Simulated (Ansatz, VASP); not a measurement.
## CsI: VASP beside Ansatz

The input INCAR:

```
ALGO = Normal
EDIFF = 1E-8
ENCUT = 520
GGA = PE
ISIF = 2
ISMEAR = -1
LASPH = True
LCHARG = False
LEFG = True
LREAL = False
LWAVE = False
NBANDS = 15
NELM = 100
PREC = Accurate
SIGMA = 0.01
```

Contents of KPOINTS:

```
k-points
0
Gamma
  7 7 7
```

File POSCAR:

```
CsI
1.0
    4.6562658762      0.0000000000      0.0000000000
    0.0000000000      4.6562658762      0.0000000000
    0.0000000000      0.0000000000      4.6562658762
Cs I
1 1
Direct
    0.0000000000      0.0000000000      0.0000000000
    0.5000000000      0.5000000000      0.5000000000
```

Input for Ansatz:

```yaml
crystal:
  lattice:
    - [4.6562658762, 0.0, 0.0]
    - [0.0, 4.6562658762, 0.0]
    - [0.0, 0.0, 4.6562658762]
  atoms:
    - { symbol: Cs, position: [0.0, 0.0, 0.0] }
    - { symbol: I, position: [0.5, 0.5, 0.5] }
kpoints:
  mp_grid: { grid: [7, 7, 7] }
scf:
  occupations: { method: fermi_dirac, width: 0.01 }
hamiltonian:
  xc: pbe
  pseudopotentials: { kind: all_electron, datasets: crystal }
output:
  forces: true
  stress: true
  eigenvalues: true
  efg: { contact_densities: true }
```

Change from the starting cell: volume scaled by 1.06, crystal datasets.

Alike in both runs: task electric field gradients; functional PBE; k mesh 7 × 7 × 7; occupations fermi-dirac, width 0.01 eV; no spin polarisation.

|  | VASP | Ansatz |
| --- | --- | --- |
| version | VASP 6.6.1 | Ansatz 0.2.0 |
| potentials or method | VASP PAW PBE potentials, release 64 (Cs_sv, I) | all-electron PAW with datasets made for the crystal, scalar-relativistic |
| plane-wave cutoff (eV) | 520 | see its input |

```csv
,VASP,Ansatz,Ansatz less VASP
gap on the k mesh at the Fermi level (eV),3.72,3.73,+0.011
pressure (GPa),0.1,0.1,-0.02
Vzz of the field gradient on the site that differs most (V/Å²),0.0,0.0,0.00
```

Ansatz ran all-electron here, so the differences hold the error of VASP's frozen core and of both bases. Ansatz warned: «gradients_without_spin_orbit».

Caveats: spin-orbit coupling is left out, which moves the levels of the heavy elements; an odd mesh through Γ misses points on the zone boundary, where band edges often lie.
